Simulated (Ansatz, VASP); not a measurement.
## SnTe: VASP beside Ansatz

```
Sn Te
1.0
     0.00000    3.63063    3.63063
     3.63063    0.00000    3.63063
     3.63063    3.63063    0.00000
Sn Te
1 1
Direct
  0.00000 0.00000 0.00000
  0.25000 0.25000 0.25000
```

Change from the starting cell: volume scaled by 1.02, PAW files.

Alike in both runs: task electric field gradients; functional PBE; k mesh 9 × 9 × 9; occupations fermi-dirac, width 0.05 eV; no spin polarisation.

|  | VASP | Ansatz |
| --- | --- | --- |
| version | VASP 6.6.1 | Ansatz 0.2.0 |
| potentials or method | VASP PAW PBE potentials, release 64 (Sn_d, Te) | PAW with Ansatz's default frozen-core files, scalar-relativistic |
| plane-wave cutoff (eV) | 520 | 420 |
| valence electrons in the cell | 20 | 30 |

```csv
,VASP,Ansatz,Ansatz less VASP
pressure (GPa),-0.5,-0.4,+0.01
Vzz of the field gradient on the site that differs most (V/Å²),0.0,0.0,0.00
```

The two sets of potentials don't hold the same shells in valence. Ansatz warned: «gradients_without_spin_orbit».
